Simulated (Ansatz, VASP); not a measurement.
## GaN in VASP and in Ansatz

```
CELL_PARAMETERS angstrom
0.00000 2.03837 2.03837
2.03837 0.00000 2.03837
2.03837 2.03837 0.00000
ATOMIC_POSITIONS crystal
Ga 0.00000 0.00000 0.00000
N 0.25000 0.25000 0.25000
```

Change from the starting cell: volume scaled by 0.72, PAW files.

Alike in both runs: task single point; functional PBE; k mesh 17 × 17 × 17; occupations fermi-dirac, width 0.05 eV; no spin polarisation.

|  | VASP | Ansatz |
| --- | --- | --- |
| version | VASP 6.6.1 | Ansatz 0.2.0 |
| potentials or method | VASP PAW PBE potentials, release 64 (Ga_d, N) | PAW with Ansatz's default frozen-core files, scalar-relativistic |
| plane-wave cutoff (eV) | 520 | 420 |
| valence electrons in the cell | 18 | 18 |

Ansatz gave:

* gap on the k mesh at the Fermi level (eV): 3.43
* pressure (GPa): 115.0

**Question.** Estimate VASP's values.

**Answer.** gap on the k mesh at the Fermi level (eV): 3.42; pressure (GPa): 113.8.

Caveats: the cell as given lies far from equilibrium; so large a pressure means that the cell lies far from this level's equilibrium, or that cutoff or potentials fall short (VASP); an odd mesh through Γ misses points on the zone boundary, where band edges often lie.
